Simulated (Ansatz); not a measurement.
# How many bands does the GW gap of BaTiO3 (Pm-3m) need?

Wanted: a G0W0 gap for BaTiO3 (Pm-3m) that is converged in bands and cutoff, or an estimate of the limit.

Program: Ansatz 0.2.0. Level of theory: G0W0 on PBE, plane waves, PAW. Results are calculated unless marked as measured.

### Step 1. Set-up

The structure is cubic, space group Pm-3m (No. 221). The conventional cell has a = 4.006 Å, b = 4.006 Å, c = 4.006 Å, α = 90.00°, β = 90.00°, γ = 90.00°. Nearest to Ba lie 12 O at 2.83 Å. Nearest to Ti lie 6 O at 2.00 Å. O has 2 Ti at 2.00 Å and 4 Ba at 2.83 Å nearest. Farther neighbours and most contacts between anions are not listed.

The cell and positions come from the Crystallography Open Database and are kept as given unless a step says otherwise. Spin-orbit coupling is left out unless a step names it. The default PAW set here is soft_1. Its files were made with PBE.

### Step 2. 83 empty bands, screening to 69 eV

Now the one-shot GW correction: screening in the RPA, then the self-energy of the levels asked for.

Input file input.yaml:

```yaml
crystal:
  lattice:
    - [4.006, 0.0, 0.0]
    - [0.0, 4.006, 0.0]
    - [0.0, 0.0, 4.006]
  atoms:
    - { symbol: Ba, position: [0.5, 0.5, 0.5] }
    - { symbol: Ti, position: [0.0, 0.0, 0.0] }
    - { symbol: O, position: [0.5, 0.0, 0.0] }
    - { symbol: O, position: [0.0, 0.5, 0.0] }
    - { symbol: O, position: [0.0, 0.0, 0.5] }
kpoints:
  mp_grid: { grid: [4, 4, 4] }
hamiltonian:
  xc: pbe
  pseudopotentials: { kind: paw, azcp: { folder: "./paw" } }
scf:
  occupations: { method: fixed }
gw:
  n_empty_bands: 83
  ecut_chi: 69
  qp_bands: [v2, c2]
  qp_kpoints: band_edges
  screening: { model: contour_deformation }
```

Started as:

```
ansatz run input.yaml --threads 3 --pin off --max-ram 92160MiB --backend cuda --events-out ev --progress --plain --runs-dir out --devices 1 --max-vram 13GiB
```

Numbers of over 12 decimals in the logs are rounded to 6 here.

What it wrote:

```text
GPUs: using 1 of 1 available (devices: 1).
Engine: ansatz 0.2.0, x86_64-unknown-linux-gnu
Pseudopotentials: kind: paw
Pseudopotential: Ba, paw, valence charge 10, recommended cutoff 420 eV (normal), <dir>
Pseudopotential: Ti, paw, valence charge 12, recommended cutoff 420 eV (normal), <dir>
Pseudopotential: O, paw, valence charge 6, recommended cutoff 420 eV (normal), <dir>
Functional definition: PBE
  parameter kappa = 0.804
  parameter beta = 0.066725
  exchange = pbe_x(kappa = kappa, mu = beta*pi^2/3)
  correlation = pbe_c(beta = beta)
device memory: the entry about to start is reckoned to put 0.6 GiB on a device that reports 63.2 GiB free (of which the cap on the GPU budget leaves the run 13.0 GiB)
GPU FFT provider: cuFFT
GPU libraries: cuBLAS 13.8.2, cuFFT 12.4.0, cuSOLVER 12.3.4
Crystal: 5 atoms, lattice volume = 64.288 Å³
Basis set: ecut = 420 eV, 1237 PW (Γ)
Bands: 25, of which v1, the nominal top of the filled ones, is band 20 counted from 1 (19 counted from 0)
Symmetry: 48 space group operations
Space group: Pm-3m (ITA 221), of the structure as read, at distance tolerance 4.0e-5 Å
k-points: 10 of 64
Non-local potential: Ba, projectors of the file, l = 0: 3, l = 1: 2, l = 2: 2, l = 3: 2
Non-local potential: Ti, projectors of the file, l = 0: 3, l = 1: 2, l = 2: 3, l = 3: 1
Non-local potential: O, projectors of the file, l = 0: 2, l = 1: 2, l = 2: 1
PAW form: soft (Blöchl's): semilocal exchange-correlation on the pseudo side does not see the compensation charge
PAW one-centre angular grid: Ba, 194 points (default); XC on 64 Gauss nodes
PAW one-centre angular grid: Ti, 590 points (default); XC on 64 Gauss nodes
PAW one-centre angular grid: O, 110 points (default); XC on 64 Gauss nodes
Initial density: superposition of atomic densities (chi_scale 0.1, normalization cell, long waves kept (reshape's long-wave potential 0.00 eV rms))
Initial wavefunctions: pseudopotential atomic-orbital guess
GPU buffer pool allocated for 19683 grid points (all kernels)
GPU transforms: local potential and band sums: pruned to the plane-wave sphere, on 27×27×27
Functional: x = pbe(κ = 0.804, μ = 0.219515), c = pbe(β = 0.066725)
SCF iter   1: F=—  HF=-10160.049957 eV  |F-HF|=—  |Δ(HF+E_count)|=         —  Δρ=5.09e-2  dr2=2.06e0  ethr=3.10e-3  ⟨swp⟩=4.5  Hψ=957  notcnv=0  defer=17
preconditioner: auto → Resta (q_TF=auto, 2.521 Å⁻¹)  ε∞=5.8  [insulator: Δε(μ)=2.348 eV  Ē_g=11.561 eV  n_scr=18 (ndim 8)  ℏωp=25.4 eV  f_vac=0.000  ε∞_Penn≈5.8]
SCF iter   2: F=—  HF=-10159.753018 eV  |F-HF|=—  |Δ(HF+E_count)|=   2.97e-1  Δρ=2.44e-2  dr2=4.40e-1  ethr=3.10e-3  ⟨swp⟩=3.1  Hψ=526  notcnv=0  defer=11
SCF iter   3: F=—  HF=-10159.723390 eV  |F-HF|=—  |Δ(HF+E_count)|=   2.96e-2  Δρ=1.23e-2  dr2=1.18e-1  ethr=1.10e-3  ⟨swp⟩=2.0  Hψ=430  notcnv=0  defer=20
SCF iter   4: F=—  HF=-10159.719728 eV  |F-HF|=—  |Δ(HF+E_count)|=   3.66e-3  Δρ=8.62e-3  dr2=4.58e-2  ethr=2.96e-4  ⟨swp⟩=2.0  Hψ=416  notcnv=0  defer=21
SCF iter   5: F=—  HF=-10159.715141 eV  |F-HF|=—  |Δ(HF+E_count)|=   4.59e-3  Δρ=1.93e-3  dr2=2.14e-3  ethr=1.14e-4  ⟨swp⟩=2.0  Hψ=356  notcnv=0  defer=24
SCF iter   6: F=—  HF=-10159.715896 eV  |F-HF|=—  |Δ(HF+E_count)|=   7.55e-4  Δρ=3.59e-4  dr2=8.45e-5  ethr=5.34e-6  ⟨swp⟩=2.0  Hψ=373  notcnv=0  defer=25
SCF iter   7: F=—  HF=-10159.715938 eV  |F-HF|=—  |Δ(HF+E_count)|=   4.25e-5  Δρ=5.16e-5  dr2=1.58e-6  ethr=2.11e-7  ⟨swp⟩=2.4  Hψ=402  notcnv=0  defer=17
SCF iter   8: F=-10159.715939 eV  HF=-10159.715939 eV  |F-HF|=4.77e-8  |Δ(HF+E_count)|=   1.09e-6  Δρ=9.41e-6  dr2=7.39e-8  ethr=2.50e-10  ⟨swp⟩=6.9  Hψ=1171  notcnv=0
SCF 1 converged in 8 iterations: F = -10159.715939 eV  dr2 = 7.39e-8
  greatest PAW one-centre occupation: 0.999 electrons in one spin orbital (limit 2), on the Ti atom at site 1 (counted from 0), in its partial waves of l = 0
device memory: the entry about to start is reckoned to put 0.7 GiB on a device that reports 65.9 GiB free (of which the cap on the GPU budget leaves the run 13.0 GiB)
NSCF: frozen V_eff on 10 k-points, pencils in batches of 32, up to order 100
the band table was solved once the SCF had ended and its energy, with any forces and stress, was formed, with the checks that follow a solve (1109 applications of the Hamiltonian). They found nothing against the state; the energy, forces and stress were not computed again (output.eigenvalues in the input reference)
device memory: the entry about to start is reckoned to put 1.9 GiB on a device that reports 66.2 GiB free (of which the cap on the GPU budget leaves the run 13.0 GiB)
NSCF: frozen V_eff on 10 k-points
G₀W₀ screening: q 1/10
[... further progress lines ...]
SCF converged after 8 iterations
Free energy (F): -10159.715939 eV
Harris-Foulkes:  -10159.715939 eV  (|F-HF|=4.77e-8)
Internal energy: -10159.715939 eV  (E = F + TS)
E sigma→0 (E₀):  -10159.715939 eV
Fermi energy:    10.237247 eV
--- Per-component energies (eV) ---
  E_band       = -143.029102
  E_kinetic    = 946.231083
  E_local      = -2175.783102  (includes V_loc(G=0)·N_el)
  E_nonlocal   = 307.128455
  E_hartree    = 836.196376
  E_xc         = -532.782574
  E_vxc        = -552.554998  (∫ρ·V_xc dr)
  E_paw        = -6722.302124  (= ΣΔE_a)
  E_vpaw       = -340.441592  (= ΣTr[D̂ρ^β])
  E_aug_tail   = 0.002149  (compensation charges beyond the density's cutoff)
  E_ewald      = -2818.406203
  E_smearing   = -0.000000  (= −TS)
  E_closure    = -0.000000  (closes the sum)
  Σ components = -10159.715939   (vs F -10159.715939, Δ=0.00e0)
--- Band table (eV; the first three rows and the last of 10) ---
  k-point 0: bands = [... 16 lower, 9.1355, 10.1341, 10.1341, 10.1341, 12.0283, 12.0283, 12.0283, 14.1698, ... 1 higher]
  k-point 1: bands = [... 16 lower, 8.7298, 9.0479, 9.8070, 9.8070, 12.0900, 12.9724, 12.9724, 14.1722, ... 1 higher]
  k-point 2: bands = [... 16 lower, 8.4306, 8.4306, 9.5693, 9.5693, 12.1541, 13.7397, 13.7397, 14.1745, ... 1 higher]
  k-point 9: bands = [... 16 lower, 7.8966, 10.2372, 10.2372, 10.2372, 14.4133, 14.4133, 14.4133, 17.0654, ... 1 higher]
--- G₀W₀: contour deformation, 6 samples at zero and on the imaginary axis and 1 off it, 64 q-points, 83 empty bands' worth ---
  eigenvalues of the whole cell's RPA ε∞ on this k-mesh (on a slab, of 1 + 4πα/V) = 7.0904, 7.0904, 7.0904; static W/v taken at q = 0 is 0.141035
  bands read: the sum over 103 bands ends inside a degenerate multiplet in 1 slot, whose members it reads at an even weight; the widest, k=0: bands 103 to 104 (counted from 1) at 1/2 each
  gw.qp_kpoints: band_edges: 9 of 10 stored k-points solved, in 1 pass; an edge of the gap read off the rows below is read off those points alone
    valence top: of the k-points left out ik 6 came nearest to being solved in a further pass, in band 20 (counted from 1, as in the quasiparticle table): it holds the edge there only if its correction is more favourable than any solved in that band by at least 0.560 eV; those differ by 0.086 eV
    conduction bottom: of the k-points left out ik 6 came nearest to being solved in a further pass, in band 21 (counted from 1, as in the quasiparticle table): it holds the edge there only if its correction is more favourable than any solved in that band by at least 1.385 eV; those differ by 0.074 eV
  `?` marks the rows in doubt; gw_qp.tsv's column doubts and the gw_qp event give each row's grounds
    ik  band        ε_KS         Σx   Σc(E_QP)       V_xc       Z   E_QP_lin       E_QP  E_QP is
     0    19     10.1341   -26.0321     4.8139   -21.2782  0.7247    10.1940    10.1941  root
     0    20     10.1341   -26.0321     4.8139   -21.2782  0.7247    10.1940    10.1941  root
     0    21     12.0283   -12.6294    -6.1888   -20.2840  0.7310    13.5559    13.4942  root
     0    22     12.0283   -12.6294    -6.1888   -20.2840  0.7310    13.5559    13.4942  root
     1    19      9.8070   -25.6946     4.7597   -20.9726  0.7216     9.8447     9.8447  root
     1    20      9.8070   -25.6946     4.7597   -20.9726  0.7216     9.8447     9.8447  root
     1    21     12.0900   -12.7517    -6.2804   -20.5201  0.7284    13.6436    13.5779  root
     1    22     12.9724   -14.1585    -6.1311   -21.7815  0.7092    14.5404    14.4642  root
     2    19      9.5693   -25.7420     4.9354   -20.8008  0.7191     9.5635     9.5635  root
     2    20      9.5693   -25.7420     4.9354   -20.8008  0.7191     9.5635     9.5635  root
     2    21     12.1541   -12.8869    -6.3793   -20.7773  0.7256    13.7357    13.6652  root
     2    22     13.7397   -14.7923    -6.7026   -23.0285  0.6850    15.3765    15.2733  root ?
     3    19      9.3283   -25.0672     4.5105   -20.5857  0.7189     9.3573     9.3573  root
     3    20      9.7879   -25.4639     4.9467   -20.5136  0.7137     9.7843     9.7843  root
     3    21     12.9293   -13.9676    -6.2350   -21.7040  0.7103    14.5077    14.4307  root
     3    22     13.0634   -14.3127    -6.2415   -22.0627  0.7052    14.6532    14.5718  root
     4    19      9.1662   -24.8910     4.9899   -19.8373  0.7051     9.1023     9.1025  root
     4    20      9.7684   -25.2167     5.0183   -20.1726  0.7105     9.7426     9.7427  root
     4    21     13.0238   -14.1504    -6.3319   -22.0001  0.7062    14.6236    14.5415  root
     4    22     13.7484   -14.7581    -6.7652   -23.0608  0.6844    15.3902    15.2858  root ?
     5    19      9.4061   -25.2060     5.0199   -20.1102  0.7106     9.3300     9.3303  root
     5    20     10.1889   -25.7270     5.1088   -20.6359  0.7137    10.2066    10.2066  root
     5    21     13.7583   -14.7451    -6.8125   -23.0977  0.6838    15.4041    15.2984  root ?
     5    22     13.7583   -14.7451    -6.8125   -23.0977  0.6838    15.4041    15.2984  root ?
     7    19      9.6704   -25.1242     5.0759   -19.9973  0.7095     9.6194     9.6195  root
     7    20      9.7558   -25.0658     5.0385   -20.0029  0.7092     9.7314     9.7315  root
     7    21     13.5243   -14.3809    -6.6261   -22.5335  0.6940    15.1448    15.0507  root
     7    22     13.9560   -14.2508    -7.0626   -22.8412  0.6828    15.5943    15.4837  root ?
     8    19      9.7354   -25.2357     5.0824   -20.1163  0.7103     9.6984     9.6984  root
     8    20     10.2132   -25.7866     5.1106   -20.7033  0.7140    10.2405    10.2405  root
     8    21     14.0599   -14.7032    -7.0589   -23.2981  0.6772    15.7108    15.5960  root ?
     8    22     14.0599   -14.7032    -7.0589   -23.2981  0.6772    15.7108    15.5960  root ?
     9    19     10.2372   -25.8486     5.1131   -20.7734  0.7141    10.2751    10.2751  root
     9    20     10.2372   -25.8486     5.1131   -20.7734  0.7141    10.2751    10.2751  root
     9    21     14.4133   -14.7030    -7.4632   -23.7019  0.6629    16.0714    15.9489  root ?
     9    22     14.4133   -14.7030    -7.4632   -23.7019  0.6629    16.0714    15.9489  root ?
```

Wall time 17 s (1 × NVIDIA H100 80GB HBM3 (shared by 6 runs) with 3 threads of AMD EPYC 7R13 (Zen 3), shared host); peak memory 1 GiB.

This step gave:

* bands summed: 103
* RPA ε∞ on this mesh (eigenvalues): 7.090, 7.090, 7.090
* plane waves in the screening matrix: 81
* q-points in the mesh: 64
* G0W0 gap on the mesh: 3.219 eV
* k of the valence top: -0.5, -0.5, -0.5
* k of the conduction bottom: 0, 0, 0
* starting gap on the mesh: 1.791 eV
* Z at the valence top: 0.7141
* Z at the conduction bottom: 0.7310
* least direct G0W0 gap on the computed points: 3.300 eV

The gap on the mesh goes from 1.79 eV to 3.22 eV, a correction of +1.43 eV. Between the two edge states, bare exchange in place of the xc potential would open the gap by 12.73 eV, and correlation takes back 11.30 eV.

### Step 3. 236 empty bands, screening to 138 eV

Bands and screening cutoff are moved together, since each hides the error of the other.

Changes to input.yaml since step 2:

```diff
@@ -19,4 +19,4 @@
 gw:
-  n_empty_bands: 83
-  ecut_chi: 69
+  n_empty_bands: 236
+  ecut_chi: 138
   qp_bands: [v2, c2]
```

What it wrote:

```text
GPUs: using 1 of 1 available (devices: 1).
[...]
GPU FFT provider: cuFFT
GPU libraries: cuBLAS 13.8.2, cuFFT 12.4.0, cuSOLVER 12.3.4
Crystal: 5 atoms, lattice volume = 64.288 Å³
Basis set: ecut = 420 eV, 1237 PW (Γ)
Bands: 25, of which v1, the nominal top of the filled ones, is band 20 counted from 1 (19 counted from 0)
Symmetry: 48 space group operations
[...]
k-points: 10 of 64
[...]
GPU buffer pool allocated for 19683 grid points (all kernels)
[...]
SCF iter   1: F=—  HF=-10160.049957 eV  |F-HF|=—  |Δ(HF+E_count)|=         —  Δρ=5.09e-2  dr2=2.06e0  ethr=3.10e-3  ⟨swp⟩=4.5  Hψ=957  notcnv=0  defer=17
[...]
SCF iter   8: F=-10159.715939 eV  HF=-10159.715939 eV  |F-HF|=4.77e-8  |Δ(HF+E_count)|=   1.09e-6  Δρ=9.41e-6  dr2=7.39e-8  ethr=2.50e-10  ⟨swp⟩=6.9  Hψ=1171  notcnv=0
SCF 1 converged in 8 iterations: F = -10159.715939 eV  dr2 = 7.39e-8
[...]
NSCF: frozen V_eff on 10 k-points, pencils in batches of 32, up to order 100
[...]
NSCF: frozen V_eff on 10 k-points
G₀W₀ screening: q 1/10
[... further progress lines ...]
SCF converged after 8 iterations
Free energy (F): -10159.715939 eV
[...]
Internal energy: -10159.715939 eV  (E = F + TS)
E sigma→0 (E₀):  -10159.715939 eV
Fermi energy:    10.237247 eV
[...]
--- Band table (eV; the first three rows and the last of 10) ---
  k-point 0: bands = [... 16 lower, 9.1355, 10.1341, 10.1341, 10.1341, 12.0283, 12.0283, 12.0283, 14.1698, ... 1 higher]
  k-point 1: bands = [... 16 lower, 8.7298, 9.0479, 9.8070, 9.8070, 12.0900, 12.9724, 12.9724, 14.1722, ... 1 higher]
  k-point 2: bands = [... 16 lower, 8.4306, 8.4306, 9.5693, 9.5693, 12.1541, 13.7397, 13.7397, 14.1745, ... 1 higher]
  k-point 9: bands = [... 16 lower, 7.8966, 10.2372, 10.2372, 10.2372, 14.4133, 14.4133, 14.4133, 17.0654, ... 1 higher]
[...]
0    19     10.1341   -26.0321     4.4739   -21.2782  0.7173     9.8524     9.8541  root
     0    20     10.1341   -26.0321     4.4739   -21.2782  0.7173     9.8524     9.8541  root
     0    21     12.0283   -12.6294    -6.5678   -20.2840  0.7258    13.1443    13.1152  root
     0    22     12.0283   -12.6294    -6.5678   -20.2840  0.7258    13.1443    13.1152  root
     1    19      9.8070   -25.6946     4.4290   -20.9726  0.7146     9.5120     9.5140  root
     1    20      9.8070   -25.6946     4.4290   -20.9726  0.7146     9.5120     9.5140  root
     1    21     12.0900   -12.7517    -6.6616   -20.5201  0.7231    13.2277    13.1967  root
     1    22     12.9724   -14.1585    -6.5241   -21.7815  0.7028    14.1071    14.0712  root
[...]
9    19     10.2372   -25.8486     4.8019   -20.7734  0.7062     9.9622     9.9640  root
     9    20     10.2372   -25.8486     4.8019   -20.7734  0.7062     9.9622     9.9640  root
     9    21     14.4133   -14.7030    -7.8675   -23.7019  0.6549    15.6048    15.5446  root
     9    22     14.4133   -14.7030    -7.8675   -23.7019  0.6549    15.6048    15.5446  root
```

Run time: 21 s. Hardware: 1 × NVIDIA H100 80GB HBM3 (shared by 6 runs) with 3 threads; peak memory 1.2 GiB.

This step gave:

```
bands summed                                 : 256
RPA ε∞ on this mesh (eigenvalues)            : 7.005, 7.005, 7.005
plane waves in the screening matrix          : 251
q-points in the mesh                         : 64
G0W0 gap on the mesh                         : 3.151 eV
k of the valence top                         : -0.5, -0.5, -0.5
k of the conduction bottom                   : 0, 0, 0
starting gap on the mesh                     : 1.791 eV
Z at the valence top                         : 0.7062
Z at the conduction bottom                   : 0.7258
least direct G0W0 gap on the computed points : 3.261 eV
```

Against the run with 4×4×4 mesh, 83 empty bands, screening to 69 eV, the gap moves by −0.07 eV.

### Step 4. 509 empty bands, screening to 230 eV

Changes to input.yaml since step 3:

```diff
@@ -19,4 +19,4 @@
 gw:
-  n_empty_bands: 236
-  ecut_chi: 138
+  n_empty_bands: 509
+  ecut_chi: 230.0
   qp_bands: [v2, c2]
```

What it wrote:

```text
GPUs: using 1 of 1 available (devices: 1).
[...]
GPU FFT provider: cuFFT
GPU libraries: cuBLAS 13.8.2, cuFFT 12.4.0, cuSOLVER 12.3.4
Crystal: 5 atoms, lattice volume = 64.288 Å³
Basis set: ecut = 420 eV, 1237 PW (Γ)
Bands: 25, of which v1, the nominal top of the filled ones, is band 20 counted from 1 (19 counted from 0)
Symmetry: 48 space group operations
[...]
k-points: 10 of 64
[...]
1    22     12.9724   -14.1585    -6.6994   -21.7815  0.6995    13.9209    13.8959  root
[...]
9    19     10.2372   -25.8486     4.6000   -20.7734  0.7018     9.7563     9.7620  root
     9    20     10.2372   -25.8486     4.6000   -20.7734  0.7018     9.7563     9.7620  root
     9    21     14.4133   -14.7030    -8.0501   -23.7019  0.6507    15.4019    15.3620  root
     9    22     14.4133   -14.7030    -8.0501   -23.7019  0.6507    15.4019    15.3620  root
[key lines of the parts left out:]
SCF converged after 8 iterations
Free energy (F): -10159.715939 eV
Fermi energy:    10.237247 eV
```

Elapsed: 27 s, on 1 × NVIDIA H100 80GB HBM3 (shared by 6 runs) with 3 threads; peak memory 1.6 GiB.

This step gave:

| Quantity | Value |
| --- | --- |
| bands summed | 529 |
| RPA ε∞ on this mesh (eigenvalues) | 6.989, 6.989, 6.989 |
| plane waves in the screening matrix | 485 |
| G0W0 gap on the mesh | 3.199 eV |
| k of the valence top | -0.5, -0.5, -0.5 |
| k of the conduction bottom | 0, 0, 0 |
| starting gap on the mesh | 1.791 eV |
| least direct G0W0 gap on the computed points | 3.323 eV |

Against the run with 4×4×4 mesh, 236 empty bands, screening to 138 eV, the gap moves by +0.05 eV.

(Continued in part 2 of 2.)

[Paths, hosts, dates, memory and timing lines, banners, echoed tables and standing remarks are left out of the program output.]

[Logs are printed without paths, hosts, clocks, repeated set-up lines and the standing remarks that a program may print on its own settings, such as how far it seeks lower states.]

[Runs of the session that timed out or met a known fault of the program may be left out.]

[Cells called generated may have been cut or substituted from an entry of the Crystallography Open Database or the Materials Project.]

[Hosts, paths, dates, database ids (printed as entryN), source tags and the programs' standing remarks are cut or masked in the printed files.]
